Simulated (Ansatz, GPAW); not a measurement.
W: 3 runs at one level of theory

```
W
1.0
     0.00000    2.03000    2.03000
     2.03000    0.00000    2.03000
     2.03000    2.03000    0.00000
W
1
Direct
  0.00000 0.00000 0.00000
```

This isn't the form of W at room conditions, which is bcc.

Alike in all runs: task single point; functional PBEsol; k mesh 11 × 11 × 11; occupations fermi-dirac, width 0.05 eV; no spin polarisation; no spin-orbit coupling. Pressure is positive in compression and, in plane waves, holds the error of the finite cutoff, which Ansatz's Pulay term estimates and takes out.

```json
{"program and potentials": "Ansatz, Ansatz PAW", "plane-wave cutoff (eV)": "420", "notes": "potentials made for PBE, which Ansatz adapts in part; Pulay term of +0.05 GPa included", "pressure (GPa)": "-12.73"}
{"program and potentials": "GPAW, PAW data sets generated for this functional", "plane-wave cutoff (eV)": "600", "notes": "-", "pressure (GPa)": "-13.06"}
{"program and potentials": "Ansatz, all-electron LAPW, scalar-relativistic", "plane-wave cutoff (eV)": "-", "notes": "-", "pressure (GPa)": "-12.63"}
```

The pressure spans -13.06 (GPAW, PAW data sets generated for this functional) to -12.63 GPa (Ansatz, all-electron LAPW, scalar-relativistic), with all-electron results at -12.63. The cell lies far from this level's equilibrium.

Differences between rows come from potentials, basis sets and numerical settings, since the functional is the same but for its coding. Runs on potential files found faulty are left out.

All three runs put this fcc cell under strong tension: the negative pressure means that the lattice would contract if its volume were free to relax. Tungsten's roughly half-filled 5d band occupies mostly bonding states and leaves the antibonding ones largely empty, which gives strong cohesion and a very high bulk modulus. Even a modest expansion therefore produces a large tensile stress, and the size of the pressure needn't mean a large error in the lattice constant.

The spread between codes is small beside the tension itself, so its sign and approximate size don't depend on the treatment of the core. The potentials made for PBE come closer to the all-electron value than the data sets generated for PBEsol, so matching the potential to the functional doesn't decide the order here; differences in data-set construction or residual basis error probably contribute.

An isotropic pressure tests only the response to volume, and so says nothing about the tetragonal shear that leads from fcc towards bcc, against which fcc tungsten is known to be unstable.
